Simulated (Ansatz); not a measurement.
Structure from Materials Project entry mp-127 (possibly hypothetical), not relaxed further.

A run on Na: DFT, PBEsol, all-electron LAPW, scalar-relativistic (Ansatz 0.2.0). The input:

```yaml
crystal:
  lattice:
    - [-2.1040267987, 2.1040267987, 2.1040267987]
    - [2.1040267987, -2.1040267987, 2.1040267987]
    - [2.1040267987, 2.1040267987, -2.1040267987]
  atoms:
    - { symbol: Na, position: [0.0, 0.0, 0.0] }
kpoints:
  mp_grid: { grid: [12, 12, 12] }
scf:
  occupations: { method: fermi_dirac, width: 0.05 }
hamiltonian:
  xc: pbesol
  pseudopotentials:
    kind: all_electron
    lapw: { basis_error: 0.00025, muffin_tin_radii: { Na: 2.041 } }
output:
  forces: true
  stress: true
  eigenvalues: true
```

Is the run sound, and if not, why?

No. The input was rejected before any iteration. The typed spheres overlap: twice 2.041 Å exceeds the shortest distance, 3.644 Å; smaller radii, or none typed, cure it. It says:
```
Error: `kind: all_electron` solves this crystal on LAPW (the input types lapw, or this build lists no dataset of some species for it), and no LAPW basis is found for it: the given muffin-tin radii of Na and Na, or the smallest supported ones, add up to 4.082 Å, and 3.644 Å are free between these atoms; give smaller radii, or leave one out; where each species has a listed dataset, leave lapw and dirac_shells out and run without spin–orbit coupling, or set another kind (and leave the keys of all_electron out)
```
 The same cell converged in the base run, which differs by not having this change: all sphere radii typed as 2.041 A.
